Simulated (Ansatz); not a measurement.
**NaCl: a line through an energy map**

One table from this session's results is given with a row withheld; the runs are named, their logs left out.

Method: DFT LDA, scalar-relativistic, plane waves, PAW, in Ansatz 0.2.0.

71 further runs of the same task are left out: 71 set aside as unsound or not needed.

### The structure to begin with

The structure is cubic, space group Pm-3m (No. 221). Conventional cell: a = 3.370 Å, b = 3.370 Å, c = 3.370 Å, α = 90.00°, β = 90.00°, γ = 90.00°. Na (site symmetry m-3m) has 8 Cl at 2.92 Å as nearest neighbours. Cl (site symmetry m-3m) is surrounded by 8 Na at 2.92 Å.

Coordinates:

```cif
data_structure
_symmetry_space_group_name_H-M 'P 1'
_symmetry_Int_Tables_number 1
_cell_length_a 3.3697
_cell_length_b 3.3697
_cell_length_c 3.3697
_cell_angle_alpha 90.000
_cell_angle_beta 90.000
_cell_angle_gamma 90.000
_cell_volume 38.26
loop_
_atom_site_label
_atom_site_type_symbol
_atom_site_fract_x
_atom_site_fract_y
_atom_site_fract_z
_atom_site_occupancy
Na1 Na 0.00000 0.00000 0.00000 1
Cl1 Cl 0.50000 0.50000 0.50000 1
```

It goes back to an entry of the Materials Project, which need not be the stable form.

This cell was relaxed beforehand with the same method: volume 19.13 Å³/atom, gap on the mesh 4.00 eV.

### Plan of the line

The energy is mapped over volume and the cell's shape.

- volume per atom: 11 values from 16.84 to 21.43 Å³
- c/a of the conventional cell: 11 values from 0.923 to 1.083

Nothing else is relaxed (symmetry fixes all fractional coordinates). Energies count from the relaxed crystal. Points are written as (first, second).

The first run:

Input file input.yaml:

```yaml
crystal:
  lattice:
    - [3.2933047996, 0.0, 0.0]
    - [0.0, 3.2933047996, 0.0]
    - [0.0, 0.0, 3.1892363679]
  atoms:
    - { symbol: Na, position: [0.0, 0.0, 0.0] }
    - { symbol: Cl, position: [0.5, 0.5, 0.5] }
basis:
  ecutwfc: 340.0
kpoints:
  mp_grid: { grid: [8, 8, 8] }
hamiltonian:
  xc: lda
scf:
  occupations: { method: gaussian, width: 0.05 }
output:
  forces: true
  stress: true
  eigenvalues: true
```

The run is started by

```bash
ansatz run input.yaml --threads 1 --pin off --max-ram 2048MiB --backend cpu --events-out ev --progress --plain --runs-dir out
```

Among the steps run: Point (17.30 Å³, 0.968); Point (17.75 Å³, 0.968); The run at (18.21 Å³, 0.968); The run at (18.67 Å³, 0.968); Point (19.13 Å³, 0.968); Grid point (19.59 Å³, 0.968); Point (20.51 Å³, 0.968); Grid point (20.97 Å³, 0.968); Grid point (21.43 Å³, 0.968).

One table of the session follows, with a row left open; its other results are not shown here.

| volume per atom (Å³) | energy (meV/atom) | slope (meV/atom per Å³) | pressure (GPa) | band gap on the k-mesh (eV) |
| --- | --- | --- | --- | --- |
| 16.84 | 42.0 | −37.6 | 6.0 | 4.35 |
| 17.30 | 27.0 | −27.8 | 4.5 | 4.24 |
| 17.75 | 16.2 | −19.4 | 3.1 | 4.12 |
| 18.21 | 9.1 | −12.0 | 1.9 | 4.02 |
| 18.67 | 5.0 | −5.6 | 0.9 | 3.92 |
| 19.13 | 3.8 | 0.0 | 0.0 | 3.83 |
| 19.59 | ? | ? | ? | ? |
| 20.05 | 8.1 | 9.1 | −1.5 | 3.67 |
| 20.51 | 13.2 | 12.8 | −2.1 | 3.60 |
| 20.97 | 19.9 | 16.0 | −2.6 | 3.53 |
| 21.43 | 27.9 | 18.9 | −3.0 | 3.46 |

Estimate the missing values for volume per atom (Å³) = 19.59.

Worked estimate for «energy (meV/atom)». A straight line through the neighbours (19.13, 3.8) and (20.05, 8.1) gives 3.8 + (8.1 − 3.8) × (19.59 − 19.13) / (20.05 − 19.13) = 5.9; a parabola fitted to 4 rows on both sides gives 4.9.

**Answer.** energy (meV/atom): 4.9; slope (meV/atom per Å³): 4.9; pressure (GPa): −0.8; band gap on the k-mesh (eV): 3.75. In «energy (meV/atom)» the line misses by +1.0 and the parabola by 0.0.

Energies count from the relaxed crystal. Rows without a step come from runs not printed here or follow by symmetry.

In words: The lowest point of the line is at 19.13 Å³, 3.8 meV/atom from the zero. The highest point computed, at 16.84 Å³, lies 38.2 meV/atom above the lowest. The cutoff or the k-mesh is coarse on purpose, so the map is rough. The settings are coarse, so take the values as rough.

Caveats from the session: Warnings in the runs' records: cutoff below recommended.
